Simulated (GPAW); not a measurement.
# GaS (P6_3/mmc) in GPAW: notebook

Aim: see how the results for GaS move with the level of theory and the settings. Levels: r2SCAN, TB-mBJ. Tasks: band structure, single point.

All numbers are computed with GPAW 26.7.0; they aren't measurements. Logs are shortened: lines on timing, memory, paths and dates and some standing lists are left out, and cuts for length are marked. The log counts tension as positive stress, the text compression.

**Experimental background.**

From “Vapor-liquid-solid growth of highly-mismatched semiconductor nanowires with high-fidelity van der Waals layer stacking”, 2022, arxiv:2211.03366, for a bulk crystal of GaS: band gap 2.53 eV (indirect) at 300 K; band gap 2.59 eV (indirect) at 77 K.

The results are compared with them further down.

### Step 1. Starting point

Symmetry: P6_3/mmc, No. 194, hexagonal system. Conventional cell: a = 3.585 Å, b = 3.585 Å, c = 15.500 Å, α = 90.00°, β = 90.00°, γ = 120.00°. Ga (site symmetry 3m) has 3 S at 2.34 Å and 1 Ga at 2.48 Å as nearest neighbours. S (site symmetry 3m) has 3 Ga at 2.34 Å as nearest neighbours.

### Step 2. Band structure, r2SCAN

File run.py:

```python
from ase import Atoms
from ase.dft.bandgap import bandgap
from ase.io import write
from ase.units import GPa
from gpaw import GPAW, PW

atoms = Atoms(['Ga', 'Ga', 'Ga', 'Ga', 'S', 'S', 'S', 'S'],
              cell=[[3.585, 0.0, 0.0],
                    [-1.7925, 3.1047010726, 0.0],
                    [0.0, 0.0, 15.5]],
              scaled_positions=[[0.6666666667, 0.3333333333, 0.83],
                                [0.3333333333, 0.6666666667, 0.33],
                                [0.6666666667, 0.3333333333, 0.67],
                                [0.3333333333, 0.6666666667, 0.17],
                                [0.6666666667, 0.3333333333, 0.4],
                                [0.3333333333, 0.6666666667, 0.9],
                                [0.6666666667, 0.3333333333, 0.1],
                                [0.3333333333, 0.6666666667, 0.6]],
              pbc=True)

calc = GPAW(mode=PW(600),
            xc='MGGA_X_R2SCAN+MGGA_C_R2SCAN',
            kpts={'size': (6, 6, 2), 'gamma': True},
            occupations={'name': 'fermi-dirac', 'width': 0.05},
            nbands=35,
            convergence={'density': 1e-05, 'energy': 1e-05},
            maxiter=150,
            txt='gpaw.txt')
atoms.calc = calc
energy = atoms.get_potential_energy()
forces = atoms.get_forces()
stress = atoms.get_stress()
calc.write('gs.gpw')
write('result.traj', atoms)
print(f'Energy: {energy:.6f} eV')
print('Forces (eV/A):')
print(forces.round(4))
print('Stress (GPa):', (stress / GPa).round(3))
print('Fermi level:', round(calc.get_fermi_level(), 4), 'eV')
print(f'Gap: {bandgap(calc)[0]:.4f} eV, direct: {bandgap(calc, direct=True)[0]:.4f} eV')

path = atoms.cell.bandpath('GMKGALHA,LM,KH', npoints=80, eps=1e-4)
bs_calc = calc.fixed_density(kpts=path, symmetry='off', nbands=63,
                             convergence={'bands': 'CBM+6.0', 'eigenstates': 1e-6}, txt='bands.txt')
bs = bs_calc.band_structure()
bs.write('bs.json')
print(f'Gap on the path: {bandgap(bs_calc)[0]:.4f} eV')
```

Potentials or basis: GPAW PAW data sets (gpaw-data 1.2.1), pw.

The run is started by

```bash
OMP_NUM_THREADS=1 python run.py
```

gpaw.txt:

```text
__  _  _
 | _ |_)|_||  |
 |__||  | ||/\| - 26.7.0

Input parameters:
  mode=PW(ecut=600.0),
  convergence={'density': 1e-05, 'energy': 1e-05},
  kpts=MonkhorstPack(size=(6, 6, 2), gamma=True),
  maxiter=150,
  nbands=35,
  occupations=Occupations(name='fermi-dirac', width=0.05),
  xc=XC(name='MGGA_X_R2SCAN+MGGA_C_R2SCAN')

Diagonalizing LCAO Hamiltonian
Converting LCAO to pw mode

        S

           Ga

        S  Ga

        Ga S

        Ga

           S

Atoms  # Å, Bohr magnetons
|   | symbol |         x |        y |         z |    initial magnetic moments |
|---|--------|-----------|----------|-----------|-----------------------------|
| 0 |     Ga |  1.792500 | 1.034900 | 12.865000 | ( 0.0000,  0.0000,  0.0000) |
| 1 |     Ga | -0.000000 | 2.069801 |  5.115000 | ( 0.0000,  0.0000,  0.0000) |
| 2 |     Ga |  1.792500 | 1.034900 | 10.385000 | ( 0.0000,  0.0000,  0.0000) |
| 3 |     Ga | -0.000000 | 2.069801 |  2.635000 | ( 0.0000,  0.0000,  0.0000) |
| 4 |      S |  1.792500 | 1.034900 |  6.200000 | ( 0.0000,  0.0000,  0.0000) |
| 5 |      S | -0.000000 | 2.069801 | 13.950000 | ( 0.0000,  0.0000,  0.0000) |
| 6 |      S |  1.792500 | 1.034900 |  1.550000 | ( 0.0000,  0.0000,  0.0000) |
| 7 |      S | -0.000000 | 2.069801 |  9.300000 | ( 0.0000,  0.0000,  0.0000) |

Unit cell  # Å
| periodic |         x |        y |         z |   lengths |     angles |
|----------|-----------|----------|-----------|-----------|------------|
|      yes |  3.585000 | 0.000000 |  0.000000 |  3.585000 |  90.000000 |
|      yes | -1.792500 | 3.104701 |  0.000000 |  3.585000 |  90.000000 |
|      yes |  0.000000 | 0.000000 | 15.500000 | 15.500000 | 120.000000 |

Number of symmetries: 12
Symmetry operations  # r_c * U_cc + t_c -> r_c
|    | kind |            matrix            |
|----|------|------------------------------|
|  0 |  σ   |  1, 1, 0,  0,-1, 0,  0, 0, 1 |
|  1 |  S6  |  1, 1, 0, -1, 0, 0,  0, 0,-1 |
|  2 |  E   |  1, 0, 0,  0, 1, 0,  0, 0, 1 |
|  3 |  C2  |  1, 0, 0, -1,-1, 0,  0, 0,-1 |
|  4 |  C2  |  0, 1, 0,  1, 0, 0,  0, 0,-1 |
|  5 |  C3  |  0, 1, 0, -1,-1, 0,  0, 0, 1 |
|  6 |  S6  |  0,-1, 0,  1, 1, 0,  0, 0,-1 |
|  7 |  σ   |  0,-1, 0, -1, 0, 0,  0, 0, 1 |
|  8 |  σ   | -1, 0, 0,  1, 1, 0,  0, 0, 1 |
|  9 |  i   | -1, 0, 0,  0,-1, 0,  0, 0,-1 |
| 10 |  C3  | -1,-1, 0,  1, 0, 0,  0, 0, 1 |
| 11 |  C2  | -1,-1, 0,  0, 1, 0,  0, 0,-1 |

BZ-sampling:
  Number of BZ points: 72
  Number of IBZ points: 14

  Monkhorst-Pack size: [6, 6, 2]
  Monkhorst-Pack shift: [0.08333333333333333, 0.08333333333333333, 0.25]

K-points  # in reciprocal-cell coordinates
|     |                                coordinates |     weight |
|-----|--------------------------------------------|------------|
|   0 | (  0.00000000,   0.00000000,   0.00000000) | 0.01388889 |
|   1 | (  0.00000000,   0.00000000,   0.50000000) | 0.01388889 |
|   2 | (  0.16666667,   0.00000000,   0.00000000) | 0.08333333 |
|   3 | (  0.16666667,   0.00000000,   0.50000000) | 0.08333333 |
|   4 | (  0.33333333,  -0.16666667,   0.00000000) | 0.08333333 |
|   5 | (  0.33333333,  -0.16666667,   0.50000000) | 0.08333333 |
|   6 | (  0.33333333,   0.00000000,   0.00000000) | 0.08333333 |
|   7 | (  0.33333333,   0.00000000,   0.50000000) | 0.08333333 |
|   8 | (  0.33333333,   0.33333333,   0.00000000) | 0.02777778 |
|   9 | (  0.33333333,   0.33333333,   0.50000000) | 0.02777778 |
| ... |                                            |            |
|  13 | (  0.50000000,   0.50000000,   0.50000000) | 0.04166667 |

Plane wave coefficients: 5823
Cutoff: 600.0 eV

Spin-components: 1 (collinear spins)
Bands:           35
Projectors:      40
Spin-degeneracy: 2
Datatype:        complex128

Parallelization:
  kpt:    1
  domain: 1
  band:   1

Density:
  Valence electrons: 36.0
  Components: 1
  Grid points: [21 21 90]
  Charge: 0.0  # |e|

Potential:
  Grid points: [21 21 90]

species:
  Ga:
    name:    Gallium
    Z:       31.0
    valence: 3
    core:    28
    charge:  0.0  # [|e|]
    compensation charges:
      type: gauss
      rc: 0.37  # [Å]
      lmax: 2
    cutoffs:
      filter: 2.06  # [Å]
      core: 4.17  # [Å]
    projectors
    | kind |    occ | energy [eV] | rcut [Å] |
    |------|--------|-------------|----------|
    |   4s |  2.000 |      -8.945 |    1.164 |
    |   4p |  1.000 |      -2.580 |    1.164 |
    |    s |        |      18.266 |    1.164 |
    |    p |        |      24.631 |    1.164 |
    |    d |        |       0.000 |    1.164 |

    Using partial waves for Ga as LCAO basis

  S:
    name:    Sulfur
    Z:       16.0
    valence: 6
    core:    10
    charge:  0.0  # [|e|]
    compensation charges:
      type: gauss
      rc: 0.24  # [Å]
      lmax: 2
    cutoffs:
      filter: 1.77  # [Å]
      core: 1.66  # [Å]
    projectors
    | kind |    occ | energy [eV] | rcut [Å] |
    |------|--------|-------------|----------|
    |   3s |  2.000 |     -17.254 |    0.974 |
    |   3p |  4.000 |      -7.008 |    0.979 |
    |    s |        |       9.957 |    0.974 |
    |    p |        |      20.203 |    0.979 |
    |    d |        |       0.000 |    0.900 |

    Using partial waves for S as LCAO basis

Reference energy: -254969.165706  # eV

eigensolver:
  PPCG
  Converge bands: occupied
  niter=2

density mixing:
  MSR1-Mixer
  Pratt-step length: 0.05
  Maximum mixing coefficient: 0.75
  Old densities: 10
  SVD Regularization: 0.005
  Good broyden scale: 1.0
  Trust region scale: 1.0
  Backstep threshold: 4.0
  History deletion threshold: 6.0
  Fourier metric: weight=20.0, sigma=0.015

occupation numbers:
  Fermi-Dirac:
    width: 0.0500  # eV

poisson solver:
  ecut: 4800.0  # eV

xc functional:
  name: MGGA_X_R2SCAN+MGGA_C_R2SCAN with 2 nearest neighbor stencil

convergence criteria:
- Maximum integral of absolute [dens]ity change: 1e-05 electrons / valence electron
- Maximum [total energy] change in last 3 cyles: 1e-05 eV / valence electron
- Maximum integral of absolute [eigenst]ate change: 4e-08 eV^2 / valence electron
maximum number of iterations: 150

SCF iterations
|iter     | |      energy | eigst |  dens |
|---------|-|-------------|-------|-------|
|iter:   1| |  -85.176255 | +0.14 |       |
|iter:   2| |  -78.253107 | -1.50 | -0.95 |
|iter:   3| |  -89.043165 | -0.17 | -0.95 |
|iter:   4| |  -78.661151 | -0.28 | -0.63 |
|iter:   5| |  -78.243602 | -1.81 | -1.18 |
|iter:   6| |  -78.296292 | -2.74 | -1.54 |
|iter:   7| |  -78.280090 | -3.65 | -2.07 |
|iter:   8| |  -78.277122 | -4.15 | -2.35 |
|iter:   9| |  -78.277201 | -5.31 | -2.93 |
|iter:  10| |  -78.277204c| -6.34 | -3.48 |
|iter:  11| |  -78.277205c| -7.65c| -4.16 |
|iter:  12| |  -78.277205c| -7.47c| -4.54 |
|iter:  13| |  -78.277205c| -8.27c| -5.29c|

Converged in 13 steps
Energy contributions relative to reference atoms: (reference = -254969.165706)

Energy contributions:
  Kinetic:          61.014394
  Coulomb:         -52.823537
  Zero:             -0.121757
  External:          0.000000
  Xc:              -86.346304
  Entropy:          -0.000000
  Spinorbit:         0.000000
  ----------------------------
  Free energy:     -78.277205
  Extrapolated:    -78.277205

dipole moment: (-0.000052, -0.000090, -0.000449)  # |e|*Ang

Fermi level: 5.175
Eigenvalues  # (at kpt = [0.000, 0.000, 0.000])
| band index |      eig [eV] | occ [0-2] |
|------------|---------------|-----------|
|          0 |       -10.606 |     2.000 |
|        ... |               |           |
|         10 |         2.625 |     2.000 |
|         11 |         2.625 |     2.000 |
|         12 |         2.646 |     2.000 |
|         13 |         2.646 |     2.000 |
|         14 |         2.741 |     2.000 |
|         15 |         2.741 |     2.000 |
[... 8 lines left out ...]
|         24 |         9.373 |     0.000 |
|         25 |         9.373 |     0.000 |
|        ... |               |           |
|         34 |        14.188 |     0.000 |

Gap: 1.862 eV
Transition (v -> c):
  (s=0, k=0, n=17, [0.00, 0.00, 0.00]) -> (s=0, k=12, n=18, [0.50, 0.50, 0.00])
Direct/indirect transitions are different
Direct gap: 2.159 eV
Transition at: (s=0, k=0, n=17, [0.00, 0.00, 0.00])

Forces  # eV/Ang
|        x |        y |        z |
|----------|----------|----------|
|  0.00000 |  0.00000 | -0.25970 |  # Ga   0
| -0.00000 | -0.00000 | -0.25970 |  # Ga   1
|  0.00000 |  0.00000 |  0.25970 |  # Ga   2
|  0.00000 |  0.00000 |  0.25970 |  # Ga   3
|  0.00000 |  0.00000 | -0.08714 |  # S    4
| -0.00000 |  0.00000 | -0.08718 |  # S    5
|  0.00000 |  0.00000 |  0.08718 |  # S    6
| -0.00000 |  0.00000 |  0.08714 |  # S    7

Stress tensor  # eV/Ang^3
|         x |         y |        z |
|-----------|-----------|----------|
| -0.006613 |  0.000000 | 0.000000 |
|  0.000000 | -0.006613 | 0.000000 |
|  0.000000 |  0.000000 | 0.002502 |

# Writing to gs.gpw (mode='')
```

Wall time 6.5 min (1 thread of AMD EPYC 9R45 (Zen 5), shared host); peak memory 0.97 GiB.

Results:

```
Free energy             : -78.2772 eV
Pressure                : 0.6 GPa
Largest force           : 0.260 eV/Å
Band gap on the k mesh  : 1.86 eV, indirect (least direct gap 2.16 eV)
Band gap along the path : 1.86 eV, indirect (least direct gap 2.16 eV)
```

Forces on the atoms (eV/Å):
```
Ga   0.000  0.000 -0.260
Ga   0.000  0.000 -0.260
Ga   0.000  0.000  0.260
Ga   0.000  0.000  0.260
S    0.000  0.000 -0.087
S    0.000  0.000 -0.087
S    0.000  0.000  0.087
S    0.000  0.000  0.087
```

Levels at the corners of the path, in eV from the valence-band top:
| point | band 16 | band 17 | band 18 | band 19 | band 20 | band 21 |
| --- | --- | --- | --- | --- | --- | --- |
| Γ | -1.53 | -1.47 | 0.00 | 2.16 | 2.82 | 3.33 |
| M | -2.45 | -2.26 | -1.71 | 1.86 | 2.03 | 2.36 |
| K | -2.47 | -2.04 | -2.04 | 2.00 | 2.54 | 3.58 |
| Γ | -1.53 | -1.47 | 0.00 | 2.16 | 2.82 | 3.33 |
| A | -1.56 | -0.72 | -0.72 | 2.57 | 2.57 | 3.42 |
| L | -2.67 | -1.98 | -1.98 | 2.08 | 2.08 | 2.40 |
| H | -2.65 | -1.92 | -1.92 | 2.24 | 2.24 | 3.46 |
| A | -1.56 | -0.72 | -0.72 | 2.57 | 2.57 | 3.42 |
| L | -2.67 | -1.98 | -1.98 | 2.08 | 2.08 | 2.40 |
| M | -2.45 | -2.26 | -1.71 | 1.86 | 2.03 | 2.36 |
| K | -2.47 | -2.04 | -2.04 | 2.00 | 2.54 | 3.58 |
| H | -2.65 | -1.92 | -1.92 | 2.24 | 2.24 | 3.46 |

Caveat: the PAW data sets were made with another functional, which shifts forces and pressure a little.

### Step 3. Single point, TB-mBJ

File run.py:

```python
from ase import Atoms
from ase.dft.bandgap import bandgap
from ase.io import write
from gpaw import GPAW, PW

atoms = Atoms(['Ga', 'Ga', 'Ga', 'Ga', 'S', 'S', 'S', 'S'],
              cell=[[3.585, 0.0, 0.0],
                    [-1.7925, 3.1047010726, 0.0],
                    [0.0, 0.0, 15.5]],
              scaled_positions=[[0.6666666667, 0.3333333333, 0.83],
                                [0.3333333333, 0.6666666667, 0.33],
                                [0.6666666667, 0.3333333333, 0.67],
                                [0.3333333333, 0.6666666667, 0.17],
                                [0.6666666667, 0.3333333333, 0.4],
                                [0.3333333333, 0.6666666667, 0.9],
                                [0.6666666667, 0.3333333333, 0.1],
                                [0.3333333333, 0.6666666667, 0.6]],
              pbc=True)

calc = GPAW(mode=PW(600),
            xc='TB09',
            kpts={'size': (6, 6, 2), 'gamma': True},
            occupations={'name': 'fermi-dirac', 'width': 0.05},
            nbands=35,
            convergence={'density': 1e-05, 'energy': 1e-05},
            eigensolver='cg',
            maxiter=150,
            txt='gpaw.txt')
atoms.calc = calc
energy = atoms.get_potential_energy()
calc.write('gs.gpw')
write('result.traj', atoms)
print('Fermi level:', round(calc.get_fermi_level(), 4), 'eV')
print(f'Gap: {bandgap(calc)[0]:.4f} eV, direct: {bandgap(calc, direct=True)[0]:.4f} eV')
```

Potentials or basis: GPAW PAW data sets for LDA (gpaw-data 1.2.1), pw.

The run is started by

```bash
OMP_NUM_THREADS=1 python run.py
```

It took 97 s on 1 thread of AMD EPYC 9R45 (Zen 5), shared host; peak memory 0.35 GiB.

It converged, with:

* Band gap on the k mesh: 2.22 eV, indirect (least direct gap 2.81 eV)

Levels at points of the mesh, in eV from the valence-band top:
| k point | band 15 | band 16 | band 17 | band 18 | band 19 | band 20 | band 21 | band 22 |
| --- | --- | --- | --- | --- | --- | --- | --- | --- |
| (0.00, 0.00, 0.00) | -1.54 | -1.54 | -1.23 | 0.00 | 2.81 | 3.31 | 3.80 | 4.02 |
| (0.00, 0.00, 0.50) | -1.56 | -1.56 | -0.57 | -0.57 | 3.10 | 3.10 | 3.89 | 3.89 |
| (0.50, 0.50, 0.00) | -2.61 | -2.28 | -1.93 | -1.48 | 2.22 | 2.65 | 2.67 | 3.20 |
| (0.50, 0.50, 0.50) | -2.47 | -2.47 | -1.70 | -1.70 | 2.43 | 2.43 | 2.93 | 2.93 |

Caveat: a model potential gives levels but no total energy; the PAW data sets were made with another functional, which shifts forces and pressure a little.

### Step 4. Comparison with measurements

Step 2. Against the measured gap of GaS, 2.53 eV (indirect; 300 K; quoted in “Vapor-liquid-solid growth of highly-mismatched semiconductor nanowires with high-fidelity van der Waals layer stacking”, 2022, arxiv:2211.03366), the calculated 1.86 eV is off by -0.67 eV. 2 values of this kind are on record (2.53 to 2.59 eV); this one was drawn at random. Spin-orbit coupling on Ga is left out. The value is that of r2SCAN, without temperature or zero-point motion.

Step 3. Measured gap of GaS: 2.59 eV (indirect; 77 K; quoted in “Vapor-liquid-solid growth of highly-mismatched semiconductor nanowires with high-fidelity van der Waals layer stacking”, 2022, arxiv:2211.03366). This calculation gives 2.22 eV (-0.37 eV). 2 values of this kind are on record (2.53 to 2.59 eV); this one was drawn at random. Spin-orbit coupling on Ga is left out. The value is that of TB-mBJ on a finite k mesh, which can miss the band edges, without temperature or zero-point motion.
